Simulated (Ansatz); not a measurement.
BN: levels and charges under dearer methods

A database entry relaxed whole under r2SCAN at zero pressure (F-43m, No. 216):

```
CELL_PARAMETERS angstrom
0.00000 1.80442 1.80442
1.80442 0.00000 1.80442
1.80442 1.80442 0.00000
ATOMIC_POSITIONS crystal
B 0.00000 0.00000 0.00000
N 0.25000 0.25000 0.25000
```

Its volume is 5.88 Å³ an atom, -0.5 % against the entry's 5.91, which is old or was flagged in a check.

Single points on this cell with plane-wave PAW DFT (Ansatz 0.2.0; r2SCAN 500 eV, hybrids 420 eV; fermi-dirac occupations of width 0.020 eV; no moments): r2SCAN on a 14×14×14 Γ-centred mesh; HSE06 on a 8×8×8 Γ-centred mesh; PBE0 on a 8×8×8 Γ-centred mesh.

**Question.** How do gap, pressure and charges move from level to level?

**Answer.** The runs give:

```tsv
level	gap (eV), or kind	pressure (GPa)	Bader charge of B (e)	Bader charge of N (e)
r2SCAN	4.99	0.0	+2.25	-2.25
HSE06	5.79	-4.3	+2.23	-2.23
PBE0	6.55	-4.3	+2.23	-2.23
```

Under r2SCAN the gap is 4.99 eV, over mesh and band path. HSE06 moves it by +0.80 eV and PBE0 by +1.56 eV; PBE0 keeps its exact exchange at long range, which widens the gap over HSE06's by 0.76 eV on their common mesh.

Caveats: the relaxation kept the start's symmetry; HSE06 is read on its mesh and at the zone's corners, PBE0 on its mesh alone; hybrid pressures are good to a few tenths of a GPa; pressure is positive in compression.
